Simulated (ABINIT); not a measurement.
Crystal: BN.

```
N B
1.0
     1.25112    0.72234    3.37293
    -1.25112    0.72234    3.37293
     0.00000   -1.44467    3.37293
N B
1 1
Direct
  0.66724 0.66724 0.66724
  0.00033 0.00033 0.00033
```

The cell is a database's computed one.

Base run:

```yaml
Program: ABINIT 10.8.3 (patched build)
Functional: PBE
Potentials_or_basis: PseudoDojo NC SR PBE v0.5 standard
Cutoff: 1143 eV
k_mesh: 12 × 12 × 12
Occupations: fermi-dirac, width 0.05 eV
Spin: no spin polarisation
```

Its results: band gap on the k mesh 4.31 eV, indirect (least direct gap 4.72 eV); pressure 3.2 GPa; largest force 0.004 eV/Å.

**Question.** The run is repeated on the same cell with these changes: potentials or basis from PseudoDojo NC SR PBE v0.5 standard to JTH PAW PBE v2.0; cutoff from 1143 eV to 707 eV. What comes out?

**Answer.** Band gap on the k mesh 4.27 eV, indirect (least direct gap 4.68 eV); pressure 3.8 GPa; largest force 0.005 eV/Å.

Caveats: the atomic spheres overlap (some runs).

A k mesh can miss the band edges.
